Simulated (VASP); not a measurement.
# MgH2 (P4_2/mnm) in VASP: settings compared

Aim: see how the results for MgH2 move with the level of theory and the settings. Levels: PBEsol, PBE+D3(BJ). Tasks: relaxation of cell and atoms.

Everything below comes from runs of VASP 6.6.1. Logs are shortened: lines on timing, memory, paths and dates and some standing lists are left out, and cuts for length are marked.

**1. The crystal as given**

It takes space group P4_2/mnm (No. 136, tetragonal). The conventional cell has a = 4.473 Å, b = 4.473 Å, c = 3.005 Å, α = 90.00°, β = 90.00°, γ = 90.00°. Mg (site symmetry mmm) has 6 H at 1.93 to 1.95 Å as nearest neighbours. H (site symmetry m2m) is surrounded by 3 Mg at 1.93 to 1.95 Å.

**2. Relaxation of cell and atoms, PBEsol**

INCAR reads:

```
SYSTEM = MgH2
  PREC = Accurate
  ENCUT = 600
  EDIFF = 1E-7
  ISMEAR = 0
  SIGMA = 0.03
  LREAL = .FALSE.
  LASPH = .TRUE.
  NELM = 80
  ALGO = Normal
  ISIF = 3
  LWAVE = .FALSE.
  LCHARG = .FALSE.
  GGA = PS
  IBRION = 2
  NSW = 90
  EDIFFG = -0.005
  KPAR = 2
```

KPOINTS reads:

```
Automatic mesh
0
G
  6 6 10
  0 0 0
```

POSCAR reads:

```
MgH2                                    
1.0
    4.4732210778     -0.0000000000      0.0000000000
    0.0000000000      4.4732210778      0.0000000000
    0.0000000000      0.0000000000      3.0045388692
  Mg              H             
     2     4
Direct
     0.0000000000000000    1.0000000000000000    0.0000000000000000
     0.5000000000000000    0.5000000000000000    0.5000000000000000
     0.3044202687635757    0.3044202687635757    0.0000000000000000
     0.1955797312364242    0.8044202687635758    0.5000000000000000
     0.6955797312364242    0.6955797312364242    0.0000000000000000
     0.8044202687635758    0.1955797312364242    0.5000000000000000
```

Potentials or basis: VASP PAW PBE potentials, release 64 (Mg, H).

Started as:

```
cat potpaw_PBE.64/Mg/POTCAR potpaw_PBE.64/H/POTCAR > POTCAR
mpirun -np 2 vasp_std > vasp.out
```

OUTCAR:

```text
SYSTEM = MgH2
   PREC = Accurate
   ENCUT = 600
   EDIFF = 1E-7
   ISMEAR = 0
   LREAL = .FALSE.
   LASPH = .TRUE.
   NELM = 80
   ISIF = 3
   GGA = PS
   IBRION = 2
   NSW = 90
   EDIFFG = -0.005

 ion  position               nearest neighbor table
   1  0.000  0.000  0.000-   3 1.93   5 1.93   4 1.95   6 1.95   4 1.95   6 1.95   2 3.50   2 3.50
                             2 3.50   2 3.50   2 3.50   2 3.50   2 3.50   2 3.50
   2  0.500  0.500  0.500-   4 1.93   6 1.93   5 1.95   3 1.95   3 1.95   5 1.95   1 3.50   1 3.50
                             1 3.50   1 3.50   1 3.50   1 3.50   1 3.50   1 3.50
   3  0.304  0.304  0.000-   1 1.93   2 1.95   2 1.95
   4  0.196  0.804  0.500-   2 1.93   1 1.95   1 1.95
   5  0.696  0.696  0.000-   1 1.93   2 1.95   2 1.95
   6  0.804  0.196  0.500-   2 1.93   1 1.95   1 1.95

  LATTYP: Found a simple tetragonal cell.
 ALAT       =     4.4732210778
 C/A-ratio  =     0.6716723401

  Lattice vectors:

 A1 = (   4.4732210778,   0.0000000000,   0.0000000000)
 A2 = (   0.0000000000,   4.4732210778,   0.0000000000)
 A3 = (   0.0000000000,   0.0000000000,   3.0045388692)

Analysis of symmetry for initial positions (statically):
=====================================================================
 Subroutine PRICEL returns:
 Original cell was already a primitive cell.

 Routine SETGRP: Setting up the symmetry group for a
 simple tetragonal supercell.

 Subroutine GETGRP returns: Found 16 space group operations
 (whereof  8 operations were pure point group operations)
 out of a pool of 16 trial point group operations.

The static configuration has the point symmetry D_2h.
 The point group associated with its full space group is D_4h.

Analysis of symmetry for dynamics (positions and initial velocities):
=====================================================================
 Subroutine PRICEL returns:
 Original cell was already a primitive cell.

 Routine SETGRP: Setting up the symmetry group for a
 simple tetragonal supercell.

 Subroutine GETGRP returns: Found 16 space group operations
 (whereof  8 operations were pure point group operations)
 out of a pool of 16 trial point group operations.

The dynamic configuration has the point symmetry D_2h.
 The point group associated with its full space group is D_4h.

 Subroutine INISYM returns: Found 16 space group operations
 (whereof  8 operations are pure point group operations),
 and found     1 'primitive' translations

----------------------------------------------------------------------------------------

                                     Primitive cell

  volume of cell :      60.1199

  direct lattice vectors                    reciprocal lattice vectors
     4.473221078  0.000000000  0.000000000     0.223552555  0.000000000  0.000000000
     0.000000000  4.473221078  0.000000000     0.000000000  0.223552555  0.000000000
     0.000000000  0.000000000  3.004538869     0.000000000  0.000000000  0.332829776

  length of vectors
     4.473221078  4.473221078  3.004538869     0.223552555  0.223552555  0.332829776

  position of ions in fractional coordinates (direct lattice)
     0.000000000  0.000000000  0.000000000
     0.500000000  0.500000000  0.500000000
     0.304420269  0.304420269  0.000000000
     0.195579731  0.804420269  0.500000000
     0.695579731  0.695579731  0.000000000
     0.804420269  0.195579731  0.500000000

  ion indices of the primitive-cell ions
   primitive index   ion index
                 1           1
                 2           2
                 3           3
                 4           4
                 5           5
                 6           6

----------------------------------------------------------------------------------------

 KPOINTS: Automatic mesh

Automatic generation of k-mesh.
 Grid dimensions read from file:
 generate k-points for:    6    6   10

 Generating k-lattice:

  Cartesian coordinates                     Fractional coordinates (reciprocal lattice)
     0.037258759  0.000000000  0.000000000     0.166666667  0.000000000  0.000000000
     0.000000000  0.037258759  0.000000000     0.000000000  0.166666667  0.000000000
     0.000000000  0.000000000  0.033282978     0.000000000  0.000000000  0.100000000

  Length of vectors
     0.037258759  0.037258759  0.033282978

  Shift w.r.t. Gamma in fractional coordinates (k-lattice)
     0.000000000  0.000000000  0.000000000

 Subroutine IBZKPT returns following result:
 ===========================================

 Found     60 irreducible k-points:

 Following reciprocal coordinates:
            Coordinates               Weight
  0.000000  0.000000  0.000000      1.000000
  0.166667  0.000000  0.000000      4.000000
  0.333333  0.000000  0.000000      4.000000
  0.500000  0.000000  0.000000      2.000000
  0.166667  0.166667  0.000000      4.000000
  0.333333  0.166667  0.000000      8.000000
[... 16 lines left out ...]
  0.333333  0.000000  0.200000      8.000000
  0.500000  0.000000  0.200000      4.000000
 [... further k-points ...]
   k-points           NKPTS =     60   k-points in BZ     NKDIM =     60   number of bands    NBANDS=      8
   number of dos      NEDOS =    301   number of ions     NIONS =      6
   total plane-waves  NPLWV =  31104
   dimension x,y,z NGX =    36 NGY =   36 NGZ =   24
   dimension x,y,z NGXF=    72 NGYF=   72 NGZF=   48
   ions per type =               2   4
   NGX,Y,Z   is equivalent  to a cutoff of  13.38, 13.38, 13.28 a.u.
   NGXF,Y,Z  is equivalent  to a cutoff of  26.76, 26.76, 26.56 a.u.
 SYSTEM =  MgH2
   PREC   = accura    normal or accurate (medium, high low for compatibility)
   ISTART =      0    job   : 0-new  1-cont  2-samecut
   ICHARG =      2    charge: 1-file 2-atom 10-const
   ISPIN  =      1    spin polarized calculation?
   LNONCOLLINEAR =      F non collinear calculations
   LSORBIT =      F    spin-orbit coupling
   LASPH  =      T    aspherical Exc in radial PAW
   ENCUT  =  600.0 eV  44.10 Ry    6.64 a.u.   8.93  8.93  6.00*2*pi/ulx,y,z
   NELM   =     80;   NELMIN=  2; NELMDL= -5     # of ELM steps
   EDIFF  = 0.1E-06   stopping-criterion for ELM
   LREAL  =      F    real-space projection
   EDIFFG = -.5E-02   stopping-criterion for IOM
   NSW    =     90    number of steps for IOM
   IBRION =      2    ionic relax: 0-MD 1-quasi-New 2-CG
   NFREE  =      1    steps in history (QN), initial steepest desc. (CG)
   ISIF   =      3    stress and relaxation
   ISYM   =      2    0-nonsym 1-usesym 2-fastsym
   POTIM  = 0.5000    time-step for ionic-motion
   TEBEG  =    0.0;   TEEND  =   0.0 temperature during run
   PSTRESS=    0.0 pullay stress
   NELECT =       8.0000    total number of electrons
   NUPDOWN=      -1.0000    fix difference up-down
   EMIN   =  10.00;   EMAX   =-10.00  energy-range for DOS
   EFERMI =   0.00;   METHOD = LEGACY
   ISMEAR =     0;   SIGMA  =   0.03  broadening in eV -4-tet -1-fermi 0-gaus
   EFERMI_NEDOS =   21; number of points for ismear=-14 and -15
   IALGO  =     38    algorithm
   IMIX   =      4    mixing-type and parameters
     AMIX     =   0.40;   BMIX     =  1.00
     AMIX_MAG =   1.60;   BMIX_MAG =  1.00
  volume/ion in A,a.u.               =      10.02        67.62
  Fermi-wavevector in a.u.,A,eV,Ry     =   0.835793  1.579419  9.504345  0.698550
  Thomas-Fermi vector in A             =   1.949410
   LORBIT       =      0    0 simple, 1 ext, 2 COOP (PROOUT), +10 PAW based schemes
   GGA     = PS    functional components
   LHFCALC =     F    Hartree Fock is set to
   AEXX    =    0.0000 exact exchange contribution
   IVDW    =     0    specifies the selected vdW correction
   LEPSILON=     F    determine dielectric tensor
   LRPA    =     F    only Hartree local field effects (RPA)
 conjugate gradient relaxation of ions
 non-spin polarized calculation
 Gauss-broadening in eV      SIGMA  =   0.03
  energy-cutoff  :      600.00
  volume of cell :       60.12
 maximum number of plane-waves:      2048
 NGX is ok and might be reduce to    36
   NGX = 17   NGY = 17   NGZ = 13

 number of electron       8.0000002 magnetization

 Free energy of the ion-electron system (eV)
  ---------------------------------------------------
  ext. energy  EPLUGINS =         0.00000000
  ---------------------------------------------------
  free energy    TOTEN  =       -17.74137850 eV

  energy without entropy =      -17.74137850  energy(sigma->0) =      -17.74137850

 E-fermi :  -0.3087     XC(G=0):  -8.6540

 val. band max:       -0.4529990276   @ k =   0.1667   0.1667   0.1000
 cond. band min:       3.1260011979   @ k =   0.3333   0.3333   0.5000
 fundamental gap:      3.5790002255
 Fermi energy:        -0.3087237063

 k-point     1 :       0.0000    0.0000    0.0000
  band No.  band energies     occupation
      1      -7.1304      2.00000
      2      -1.9734      2.00000
      3      -1.9734      2.00000
      4      -0.9143      2.00000
      5       3.9488      0.00000
      6       4.5131      0.00000
      7       8.6330      0.00000
      8       8.6330      0.00000

 k-point     2 :       0.1667    0.0000    0.0000
  band No.  band energies     occupation
      1      -6.9416      2.00000
      2      -2.8984      2.00000
      3      -1.8456      2.00000
      4      -0.5529      2.00000
      5       4.1264      0.00000
      6       4.9510      0.00000
      7       7.3517      0.00000
      8       9.1071      0.00000

 k-point     3 :       0.3333    0.0000    0.0000
  band No.  band energies     occupation
      1      -6.3815      2.00000
      2      -4.2649      2.00000
      3      -1.4862      2.00000
      4      -0.5650      2.00000
      5       4.1224      0.00000
      6       5.8163      0.00000
      7       6.9253      0.00000
      8      10.0789      0.00000

 k-point     4 :       0.5000    0.0000    0.0000
  band No.  band energies     occupation
      1      -5.4719      2.00000
      2      -5.4719      2.00000
      3      -0.9872      2.00000
      4      -0.9872      2.00000
      5       4.6861      0.00000
      6       4.6861      0.00000
      7       9.5212      0.00000
      8       9.5212      0.00000

 k-point     5 :       0.1667    0.1667    0.0000
  band No.  band energies     occupation
      1      -6.7544      2.00000
      2      -2.9957      2.00000
      3      -2.4197      2.00000
      4      -0.4551      2.00000
      5       4.6174      0.00000
      6       5.0462      0.00000
      7       7.5437      0.00000
      8       9.0250      0.00000
[... 177 lines left out ...]
 k-point    22 :       0.1667    0.0000    0.2000
  band No.  band energies     occupation
      1      -6.3428      2.00000
      2      -2.4677      2.00000
      3      -1.4706      2.00000
      4      -0.6529      2.00000
      5       4.6675      0.00000
      6       5.4054      0.00000
      7       6.6185      0.00000
      8       7.4217      0.00000

 k-point    23 :       0.3333    0.0000    0.2000
  band No.  band energies     occupation
      1      -5.7955      2.00000
      2      -3.7519      2.00000
      3      -1.1806      2.00000
      4      -0.5786      2.00000
      5       4.7387      0.00000
      6       6.0279      0.00000
      7       6.5131      0.00000
      8       7.2478      0.00000

 k-point    24 :       0.5000    0.0000    0.2000
  band No.  band energies     occupation
      1      -4.9116      2.00000
      2      -4.9116      2.00000
      3      -0.8184      2.00000
      4      -0.8184      2.00000
      5       5.1070      0.00000
      6       5.1070      0.00000
      7       7.2321      0.00000
      8       7.2321      0.00000

 [... further k-points ...]

------------------------ aborting loop because EDIFF is reached ----------------------------------------

  FORCE on cell =-STRESS in cart. coord.  units (eV):
  Direction    XX          YY          ZZ          XY          YZ          ZX
  --------------------------------------------------------------------------------------
  -------------------------------------------------------------------------------------
  Total       -0.0051567     -0.0051567      0.0135550      0.0000000      0.0000000      0.0000000
  in kB       -0.1374244     -0.1374244      0.3612357      0.0000000      0.0000000      0.0000000
  external PRESSURE =       0.0287956 kB  Pullay stress =       0.0000000 kB

 VOLUME and BASIS-vectors are now :
 -----------------------------------------------------------------------------
  energy-cutoff  :      600.00
  volume of cell :       60.12
      direct lattice vectors                 reciprocal lattice vectors
     4.473221078  0.000000000  0.000000000     0.223552555  0.000000000  0.000000000
     0.000000000  4.473221078  0.000000000     0.000000000  0.223552555  0.000000000
     0.000000000  0.000000000  3.004538869     0.000000000  0.000000000  0.332829776

 POSITION                                       TOTAL-FORCE (eV/Angst)
 -----------------------------------------------------------------------------------
      0.00000      0.00000      0.00000         0.000000      0.000000     -0.000000
      2.23661      2.23661      1.50227         0.000000      0.000000     -0.000000
      1.36174      1.36174      0.00000         0.001718      0.001718      0.000000
      0.87487      3.59835      1.50227        -0.001718      0.001718     -0.000000
      3.11148      3.11148      0.00000        -0.001718     -0.001718     -0.000000
      3.59835      0.87487      1.50227         0.001718     -0.001718     -0.000000
 -----------------------------------------------------------------------------------
    total drift:                                0.000000     -0.000000     -0.000000

  FREE ENERGIE OF THE ION-ELECTRON SYSTEM (eV)
  ---------------------------------------------------
  free  energy   TOTEN  =       -17.7413784997 eV

  energy  without entropy=      -17.7413784997  energy(sigma->0) =      -17.74137850

 reached required accuracy - stopping structural energy minimisation
```

It took 9.2 s on 2 MPI ranks of AMD EPYC 9R45 (Zen 5), shared host; peak memory 0.17 GiB.

What came out:

| Quantity | Value |
| --- | --- |
| Free energy | -17.7414 eV |
| Pressure after relaxing | 0.0 GPa |
| Band gap on the k mesh | 3.58 eV, indirect (least direct gap 4.41 eV) |

Forces in eV/Å, atoms in the order of the input:
```
Mg   0.000  0.000  0.000
Mg   0.000  0.000  0.000
H    0.002  0.002  0.000
H   -0.002  0.002  0.000
H   -0.002 -0.002  0.000
H    0.002 -0.002  0.000
```

Final structure:
```
Mg H
1.0
     4.47322    0.00000    0.00000
     0.00000    4.47322    0.00000
     0.00000    0.00000    3.00454
Mg H
2 4
Direct
  0.00000 0.00000 0.00000
  0.50000 0.50000 0.50000
  0.30442 0.30442 0.00000
  0.19558 0.80442 0.50000
  0.69558 0.69558 0.00000
  0.80442 0.19558 0.50000
```

Levels at points of the mesh, in eV from the valence-band top:
```tsv
k point	band 1	band 2	band 3	band 4	band 5	band 6	band 7	band 8
(0.00, 0.00, 0.00)	-6.68	-1.52	-1.52	-0.46	4.40	4.97	9.09	9.09
(0.50, 0.00, 0.00)	-5.02	-5.02	-0.53	-0.53	5.14	5.14	9.97	9.97
(0.50, 0.50, 0.00)	-3.89	-3.89	-2.90	-2.90	9.03	9.03	9.14	9.14
(0.00, 0.00, 0.50)	-3.19	-3.19	-0.10	-0.10	6.24	6.24	6.58	6.58
(0.50, 0.00, 0.50)	-2.40	-2.40	-1.18	-1.18	5.01	5.01	6.66	6.66
(0.50, 0.50, 0.50)	-1.97	-1.97	-1.03	-1.03	3.68	3.68	3.87	3.87
```

Caveat: the relaxation stopped at its first step, so nothing moved; the PAW data sets were made with another functional, which shifts forces and pressure a little. A k mesh can miss the band edges.

[end of part 1 of 2]
